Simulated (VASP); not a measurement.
# BN: Born charges and dielectric tensor with LDA

Crystal: BN.

```
B N
1.0
     2.49068    0.00000    0.00000
    -1.24534    2.15699    0.00000
     0.00000    0.00000    6.46100
B N
2 2
Direct
  0.33333 0.66667 0.25000
  0.66667 0.33333 0.75000
  0.33333 0.66667 0.75000
  0.66667 0.33333 0.25000
```

```json
{
 "Program": "VASP 6.6.1",
 "Task": "Born charges and dielectric tensor",
 "Functional": "LDA",
 "Potentials or basis": "VASP PAW LDA potentials, release 64 (B, N)",
 "Cutoff": "520 eV",
 "k mesh": "15 × 15 × 6",
 "Occupations": "gaussian, width 0.02 eV",
 "Spin": "no spin polarisation",
 "Further INCAR settings": "ALGO = Normal; EDIFF = 1e-08; IBRION = 8; NSW = 1"
}
```

```json
{
 "Band gap on the k mesh": "4.06 eV, indirect (least direct gap 4.45 eV)",
 "Electronic dielectric tensor (diagonal)": "4.92, 4.92, 2.89",
 "Born charges (mean of the diagonal)": "B +2.08; N -2.08 e",
 "Highest phonon frequency at Γ, LO-TO splitting left out": "1379 cm⁻¹"
}
```

Levels at points of the mesh, in eV from the valence-band top:
| k point | band 5 | band 6 | band 7 | band 8 | band 9 | band 10 | band 11 | band 12 |
| --- | --- | --- | --- | --- | --- | --- | --- | --- |
| (0.00, 0.00, 0.00) | -1.37 | -1.37 | -1.32 | -1.32 | 5.08 | 10.38 | 11.50 | 11.53 |
| (0.00, 0.00, 0.50) | -1.35 | -1.35 | -1.35 | -1.35 | 7.68 | 7.68 | 11.58 | 11.58 |

Phonon frequencies in cm⁻¹ (negative: imaginary):
| q point | frequencies |
| --- | --- |
| (0.000, 0.000, 0.000) | 0 0 0 49 49 115 750 811 1379 1379 1379 1379 |

Electronic dielectric tensor:
```
4.92 0.00 0.00
0.00 4.92 0.00
0.00 0.00 2.89
```

Born effective charge tensors (e):
atom 1, B
```
2.71 0.00 0.00
0.00 2.71 0.00
0.00 0.00 0.82
```
atom 2, B
```
2.71 0.00 0.00
0.00 2.71 0.00
0.00 0.00 0.82
```
atom 3, N
```
-2.71  0.00  0.00
 0.00 -2.71  0.00
 0.00  0.00 -0.82
```
atom 4, N
```
-2.71  0.00  0.00
 0.00 -2.71  0.00
 0.00  0.00 -0.82
```

Wall time 3.4 min on 4 MPI ranks on Intel(R) Xeon(R) Platinum 8488C (Sapphire Rapids) (shared host), peak memory 0.5 GiB a rank.

Caveat: an odd mesh through Γ misses points on the zone boundary, where band edges often lie.
